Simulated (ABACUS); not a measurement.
Crystal: Pb.

```xyz
1
Lattice="0.0000 2.4750 2.4750 2.4750 0.0000 2.4750 2.4750 2.4750 0.0000" Properties=species:S:1:pos:R:3 pbc="T T T"
Pb    0.0000    0.0000    0.0000
```

Base run:

* Program: ABACUS 3.10.1
* Functional: WC
* Potentials or basis: GBRV ultrasoft 1.5 PBEsol
* Cutoff: 544 eV
* Density cutoff: 4354 eV
* Basis: plane waves
* k mesh: 7 × 7 × 7
* Occupations: fermi-dirac, width 0.05 eV
* Spin: no spin polarisation

Its results: band gap on the k mesh none (metal or under the smearing width); pressure 0.0 GPa.

Question: The run is repeated on the same cell with these changes: functional from WC to SOGGA; potentials or basis from GBRV ultrasoft 1.5 PBEsol to PseudoDojo NC SR 0.4 PBEsol stringent; cutoff from 544 eV to 1211 eV; density cutoff from 4354 eV to 4844 eV; valence electrons from 14 to 22. What comes out?

Answer: Band gap on the k mesh none (metal or under the smearing width); pressure -0.8 GPa.

Caveats: the potentials were made for another functional, which shifts forces and pressure.
